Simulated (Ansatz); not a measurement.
Here is an Ansatz 0.2.0 calculation.

Contents of input.yaml:

```yaml
crystal:
  lattice:
    - [0.0, 2.8018887551, 2.8018887551]
    - [2.8018887551, 0.0, 2.8018887551]
    - [2.8018887551, 2.8018887551, 0.0]
  atoms:
    - { symbol: Ni, position: [0.749193, 0.748953, 0.7541], spin: 1.0 }
    - { symbol: Ni, position: [0.004178, -0.011436, 0.001906], spin: 1.0 }
    - { symbol: Ni, position: [0.238736, 0.264737, 0.256339], spin: 1.0 }
    - { symbol: Al, position: [0.504291, 0.483176, 0.506536] }
hamiltonian:
  xc: pbesol
  pseudopotentials: { kind: paw }
magnetization:
  spin_polarized: true
kpoints:
  mp_grid: { grid: [8, 8, 8] }
scf:
  occupations: { method: fermi_dirac, width: 0.05 }
output:
  forces: true
  stress: true
  eigenvalues: true
  write_density: true
  write_potential: true
  elf: true
  volumetric_format: npy
```

Potentials or basis: Ansatz PAW.

Launch:

```bash
$ ansatz run input.yaml --threads 2 --pin off --max-ram 5632MiB --backend cpu --events-out ev --progress --plain --runs-dir out
```

(1) What does it give for the absolute moment?

(2) Predict the net moment.

(3) Predict the band gap on the k mesh.

(4) What does it give for the pressure?

## Answers

(1) 0.00 μB per cell.

(2) 0.00 μB per cell.

(3) none (metal or under the smearing width).

(4) -0.1 GPa.

Caveat: the PAW data sets come from PBE, with cores solved anew for the run's functional, which leaves a small shift of forces and pressure; the starting moments weren't kept.
